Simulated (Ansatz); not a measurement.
# ZnSe: the cost of one run

Computed with Ansatz 0.2.0 (DFT PBEsol, scalar-relativistic, plane waves, PAW, unless a step's input says otherwise).

## Step 1: The system as given

Symmetry: F-43m, No. 216, cubic system. Conventional cell: a = 5.665 Å, b = 5.665 Å, c = 5.665 Å, α = 90.00°, β = 90.00°, γ = 90.00°. Zn (site symmetry -43m) is surrounded by 4 Se at 2.45 Å. Around Se (site symmetry -43m) lie 4 Zn at 2.45 Å.

Coordinates:

```
CELL_PARAMETERS angstrom
0.00000 2.83244 2.83244
2.83244 0.00000 2.83244
2.83244 2.83244 0.00000
ATOMIC_POSITIONS crystal
Zn 0.00000 0.00000 0.00000
Se 0.75000 0.75000 0.75000
```

The structure comes from the Materials Project (structure only).

(A quick probe on a coarse mesh, which set the mesh and smearing, is not shown.)

## Step 3: The relaxation

File input.yaml:

```yaml
crystal:
  lattice:
    - [0.0, 2.8324425407, 2.8324425407]
    - [2.8324425407, 0.0, 2.8324425407]
    - [2.8324425407, 2.8324425407, 0.0]
  atoms:
    - { symbol: Zn, position: [0.0, 0.0, 0.0] }
    - { symbol: Se, position: [0.75, 0.75, 0.75] }
basis:
  ecutwfc: 420
kpoints:
  mp_grid: { grid: [8, 8, 8] }
hamiltonian:
  xc: pbesol
scf:
  occupations: { method: gaussian, width: 0.02 }
output:
  forces: true
  stress: true
  eigenvalues: true
  write_density: true
  write_potential: true
  elf: true
  volumetric_format: npy
relax:
  adjacent_minimum: "off"
  f_tol: 0.005
  max_steps: 80
  cell: { stress_tol: 0.05 }
```

Started as:

```
$ ansatz run input.yaml --threads 1 --pin off --max-ram 2560MiB --backend cpu --events-out ev --progress --plain --runs-dir out
```

**Question.** How long does this run take on 1 thread of Intel Xeon Platinum 8259CL at 2.50GHz (Skylake/Cascade Lake), shared host, and how much memory does it need?

About 16 s, with a peak of 0.38 GiB.
